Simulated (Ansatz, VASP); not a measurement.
This is a calculation of Au (Gold) for VASP 6.6.1. 

INCAR

```
SYSTEM = Au
PREC = Accurate
ENCUT = 580
EDIFF = 1E-6
ISMEAR = -1
SIGMA = 0.05
LREAL = .FALSE.
LASPH = .TRUE.
NELM = 100
ALGO = Fast
ISIF = 3
LWAVE = .FALSE.
LCHARG = .FALSE.
GGA = PE
IBRION = 2
NSW = 40
EDIFFG = -0.01
```

The input KPOINTS:

```
Automatic mesh
0
G
  11 11 11
  0 0 0
```

File POSCAR:

```
Au
1.0
    0.0000000000      2.0350000000      2.0350000000
    2.0350000000      0.0000000000      2.0350000000
    2.0350000000      2.0350000000      0.0000000000
Au
1
Direct
    0.0000000000      0.0000000000      0.0000000000
```

Potentials or basis: VASP PAW PBE potentials, release 54 (Au).

The run is started by

```console
$ cat potpaw_PBE.54/Au/POTCAR > POTCAR
$ mpirun -np 1 vasp_std > vasp.out
```

Q: What does the same run look like in Ansatz 0.2.0? Potentials or basis there: all-electron LAPW, scalar-relativistic.

A: As run (cutoffs and basis follow the program's own potentials, and thresholds, step limits or extra output files can differ):

File input.yaml:

```yaml
crystal:
  lattice:
    - [0.0, 2.035, 2.035]
    - [2.035, 0.0, 2.035]
    - [2.035, 2.035, 0.0]
  atoms:
    - { symbol: Au, position: [0.0, 0.0, 0.0] }
kpoints:
  mp_grid: { grid: [11, 11, 11] }
scf:
  occupations: { method: fermi_dirac, width: 0.05 }
hamiltonian:
  xc: pbe
  pseudopotentials: { kind: all_electron, lapw: { basis_error: 0.001 } }
output:
  forces: true
  stress: true
relax:
  f_tol: 0.005
  max_steps: 60
  cell: {}
```

Potentials or basis: all-electron LAPW, scalar-relativistic.

Command:

```console
$ ansatz run input.yaml --threads 1 --pin off --max-ram 3072MiB --backend cpu --events-out ev --progress --plain --runs-dir out
```

Both were run:

|  | VASP | Ansatz |
| --- | --- | --- |
| Relaxed volume | 17.94 Å³/atom | 17.96 Å³/atom |
| Relaxed cell | a = 2.938 Å, b = 2.938 Å, c = 2.938 Å, α = 60.00°, β = 60.00°, γ = 60.00° | a = 2.940 Å, b = 2.940 Å, c = 2.940 Å, α = 60.00°, β = 60.00°, γ = 60.00° |
| Space group after relaxing | Fm-3m (No. 225) | Fm-3m (No. 225) |
| Pressure after relaxing | -0.1 GPa | 0.0 GPa |

Where Ansatz's input types no cutoff or centring, it takes its own default and a Γ-centred mesh.

Pressure is positive in compression.
